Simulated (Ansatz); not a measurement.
# Profile along the Sr–F line in SrF2 (fluorite)

SrF2 (fluorite)

```
CELL_PARAMETERS angstrom
      0.00000     2.92864     2.92864
      2.92864     0.00000     2.92864
      2.92864     2.92864     0.00000
ATOMIC_POSITIONS crystal
  Sr 0.00000 0.00000 0.00000
  F  0.25000 0.25000 0.25000
  F  0.75000 0.75000 0.75000
```

Fields along a shortest Sr–F line of a {110} plane (2.54 Å), from Sr to F, interpolated on the slice's grid (step about 0.2 Å). Method: PBE (plane waves to 420 eV, PAW, scalar-relativistic; Ansatz, an electronic-structure program). k mesh 10×10×10. These are valence fields of a PAW run, semicore shells included where kept as valence: close to a nucleus they are smooth pseudo fields. SrF2 was relaxed with its symmetry unable to fall.

```json
[
 {"distance from Sr (Å)": "0.00", "valence electron density (e/Å³)": "1.22", "electron localisation function": "x"},
 {"distance from Sr (Å)": "0.13", "valence electron density (e/Å³)": "1.37", "electron localisation function": "x"},
 {"distance from Sr (Å)": "0.25", "valence electron density (e/Å³)": "2.08", "electron localisation function": "x"},
 {"distance from Sr (Å)": "0.38", "valence electron density (e/Å³)": "2.66", "electron localisation function": "x"},
 {"distance from Sr (Å)": "0.51", "valence electron density (e/Å³)": "2.69", "electron localisation function": "0.76"},
 {"distance from Sr (Å)": "0.64", "valence electron density (e/Å³)": "2.22", "electron localisation function": "0.85"},
 {"distance from Sr (Å)": "0.76", "valence electron density (e/Å³)": "1.55", "electron localisation function": "0.86"},
 {"distance from Sr (Å)": "0.89", "valence electron density (e/Å³)": "0.95", "electron localisation function": "0.83"},
 {"distance from Sr (Å)": "1.02", "valence electron density (e/Å³)": "0.53", "electron localisation function": "0.60"},
 {"distance from Sr (Å)": "1.14", "valence electron density (e/Å³)": "0.31", "electron localisation function": "0.24"},
 {"distance from Sr (Å)": "1.27", "valence electron density (e/Å³)": "0.21", "electron localisation function": "0.07"},
 {"distance from Sr (Å)": "1.40", "valence electron density (e/Å³)": "0.20", "electron localisation function": "0.08"},
 {"distance from Sr (Å)": "1.52", "valence electron density (e/Å³)": "0.28", "electron localisation function": "0.25"},
 {"distance from Sr (Å)": "1.65", "valence electron density (e/Å³)": "0.47", "electron localisation function": "0.56"},
 {"distance from Sr (Å)": "1.78", "valence electron density (e/Å³)": "0.86", "electron localisation function": "0.75"},
 {"distance from Sr (Å)": "1.91", "valence electron density (e/Å³)": "1.70", "electron localisation function": "0.81"},
 {"distance from Sr (Å)": "2.03", "valence electron density (e/Å³)": "3.48", "electron localisation function": "0.81"},
 {"distance from Sr (Å)": "2.16", "valence electron density (e/Å³)": "6.53", "electron localisation function": "x"},
 {"distance from Sr (Å)": "2.29", "valence electron density (e/Å³)": "10.11", "electron localisation function": "x"},
 {"distance from Sr (Å)": "2.41", "valence electron density (e/Å³)": "12.95", "electron localisation function": "x"},
 {"distance from Sr (Å)": "2.54", "valence electron density (e/Å³)": "14.02", "electron localisation function": "x"}
]
```

x: too close to a nucleus for the ELF to mean much.

Density on the Sr–F line (2.54 Å) at its density minimum, 1.3 Å from Sr: 0.20 e/Å³. ELF at that point: 0.1. Character of the Sr–F contact (rough rule: ELF there above 0.7 covalent, below 0.2 ionic, polar between): closed-shell (ionic).
